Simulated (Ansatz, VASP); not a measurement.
**PbSe: VASP beside Ansatz**

The input INCAR:

```
SYSTEM = PbSe
  ALGO = Normal
  EDIFF = 1E-6
  ENCUT = 520
  GGA = PS
  ISIF = 2
  ISMEAR = -1
  LASPH = .TRUE.
  LCHARG = .FALSE.
  LREAL = .FALSE.
  LWAVE = .FALSE.
  NBANDS = 17
  NELM = 80
  PREC = Accurate
  SIGMA = 0.05
```

KPOINTS

```
k-points
0
G
  7 7 7
  0 0 0
```

File POSCAR:

```
PbSe
1.0
    3.7589231005      0.0000000000      0.0000000000
    0.0000000000      3.7589231005      0.0000000000
    0.0000000000      0.0000000000      3.7589231005
Pb Se
1 1
Direct
    0.0000000000      0.0000000000      0.0000000000
    0.5000000000      0.5000000000      0.5000000000
```

File input.yaml:

```yaml
crystal:
  lattice:
    - [3.7589231005, 0.0, 0.0]
    - [0.0, 3.7589231005, 0.0]
    - [0.0, 0.0, 3.7589231005]
  atoms:
    - { symbol: Pb, position: [0.0, 0.0, 0.0] }
    - { symbol: Se, position: [0.5, 0.5, 0.5] }
kpoints:
  mp_grid: { grid: [7, 7, 7] }
scf:
  occupations: { method: fermi_dirac, width: 0.05 }
hamiltonian:
  xc: pbesol
  pseudopotentials: { kind: all_electron, lapw: { basis_error: 0.001 } }
output:
  forces: true
  stress: true
  eigenvalues: true
```

Change from the starting cell: volume scaled by 0.98.

Alike in both runs: task single point; functional PBEsol; k mesh 7 × 7 × 7; occupations fermi-dirac, width 0.05 eV; no spin polarisation.

|  | VASP | Ansatz |
| --- | --- | --- |
| version | VASP 6.6.1 | Ansatz 0.2.0 |
| potentials or method | VASP PAW PBE potentials, release 64 (Pb_d, Se) | all-electron LAPW, scalar-relativistic |
| plane-wave cutoff (eV) | 520 | see its input |

|  | VASP | Ansatz | Ansatz less VASP |
| --- | --- | --- | --- |
| gap on the k mesh at the Fermi level (eV) | none | none | - |
| pressure (GPa) | -2.3 | -2.3 | 0.00 |

A gap of «none» marks a metal or a gap that the smearing closes. Ansatz ran all-electron here, so the differences hold the error of VASP's frozen core and of both bases.

Caveats: the PAW data sets were made with another functional, which shifts forces and pressure a little (VASP). Spin-orbit coupling is left out, which matters for the levels of Pb.
